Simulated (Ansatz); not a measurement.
**CaSe: band gap under strain**

How does strain move the band edges of CaSe in the rocksalt structure, and do the functionals agree on it? States: +5.8 % strain along [111] alone; +1.9 % strain along x alone; +1.4 % strain along z alone.

The runs shown are made with Ansatz 0.2.0. PAW datasets, plane waves. The values are computed, spin-unpolarised, and not measurements.

## (1) The cell

The unstrained cell was relaxed with r2SCAN; in each strained cell the atoms were relaxed again with r2SCAN. Names of k-points are those of the unstrained zone, where strain can split equivalent points. First state: +5.8 % strain along [111] alone.

Space group R-3m (No. 166), trigonal; a = 4.197 Å, c = 10.873 Å in the conventional setting, 27.64 Å³ an atom. Around Ca lie 6 Se at 3.03 Å; around Se lie 6 Ca at 3.03 Å.

Structure file:

```cif
data_structure
_symmetry_space_group_name_H-M 'P 1'
_symmetry_Int_Tables_number 1
_cell_length_a 4.3597
_cell_length_b 4.3597
_cell_length_c 4.3597
_cell_angle_alpha 57.543
_cell_angle_beta 57.543
_cell_angle_gamma 57.543
_cell_volume 55.28
loop_
_atom_site_label
_atom_site_type_symbol
_atom_site_fract_x
_atom_site_fract_y
_atom_site_fract_z
_atom_site_occupancy
Ca1 Ca 0.00000 0.00000 0.00000 1
Se1 Se 0.50000 0.50000 0.50000 1
```

## (2) +5.8 % strain along [111] alone: PBE

input.yaml reads:

```yaml
crystal:
  lattice:
    - [0.114151184, 3.0816862956, 3.0816862956]
    - [3.0816862956, 0.114151184, 3.0816862956]
    - [3.0816862956, 3.0816862956, 0.114151184]
  atoms:
    - { symbol: Ca, position: [0.0, 0.0, 0.0] }
    - { symbol: Se, position: [0.5, 0.5, 0.5] }
kpoints:
  mp_grid: { grid: [8, 8, 8] }
  band_path:
    path:
      - [0.0, 0.0, 0.0]
      - [0.5, 0.0, 0.5]
      - [0.625, 0.25, 0.625]
      - [0.375, 0.375, 0.75]
      - [0.5, 0.5, 0.5]
      - [0.5, 0.25, 0.75]
    npoints: 1
hamiltonian:
  xc: pbe
scf:
  occupations: { method: fermi_dirac, width: 0.02 }
  n_extra_bands: 4
output:
  forces: true
  stress: true
  eigenvalues: true
```

Further steps of the session: +5.8 % strain along [111] alone: r2SCAN; +5.8 % strain along [111] alone: HSE06; +1.9 % strain along x alone: PBE; +1.9 % strain along x alone: r2SCAN; +1.9 % strain along x alone: HSE06; +1.4 % strain along z alone: PBE; +1.4 % strain along z alone: r2SCAN; +1.4 % strain along z alone: HSE06.

Q: Predict the outcome of this session.

As calculated:

Least gap in eV (negative: overlap):

| state | PBE | r2SCAN | HSE06 |
| --- | --- | --- | --- |
| +5.8 % strain along [111] alone | 2.05 | 2.51 | 2.99 |
| +1.9 % strain along x alone | 2.10 | 2.56 | 3.04 |
| +1.4 % strain along z alone | 2.09 | 2.55 | 3.03 |

**Reading.** Where both were run, the HSE06 gap lies +0.94 to +0.95 eV from PBE's, each on its own k points. In PBE the gap is least under +5.8 % strain along [111] alone (2.05 eV) and largest under +1.9 % strain along x alone (2.10 eV).
